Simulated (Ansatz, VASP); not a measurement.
# One calculation of Mg, two programs

```
Mg
1.0
     1.60172    0.92475    7.76042
    -1.60172    0.92475    7.76042
     0.00000   -1.84951    7.76042
Mg
3
Direct
  0.00000 0.00000 0.00000
  0.22203 0.22203 0.22203
  0.77797 0.77797 0.77797
```

Alike in both runs: functional PBE; k mesh 15 × 15 × 15; occupations gaussian, width 0.1 eV; no spin polarisation.

Ansatz relaxed the structure, and its values are those at the end. VASP's run is a single point on that final structure, the one shown.

|  | VASP | Ansatz |
| --- | --- | --- |
| version | VASP 6.6.1 | Ansatz 0.2.0 |
| potentials or method | VASP PAW PBE potentials, release 64 (Mg) | scalar-relativistic, plane waves, PAW |
| plane-wave cutoff (eV) | 520 | 420 |
| valence electrons in the cell | 6 | 30 |

Ansatz gave:

- gap on the k mesh at the Fermi level (eV): none
- pressure (GPa): 0.0

Task: Estimate VASP's values.

Result: gap on the k mesh at the Fermi level (eV): none; pressure (GPa): -0.1.

A gap of «none» marks a metal or a gap that the smearing closes. With one functional, cell and mesh, what is left measures potentials, basis and numerics. The two sets of potentials don't hold the same shells in valence.
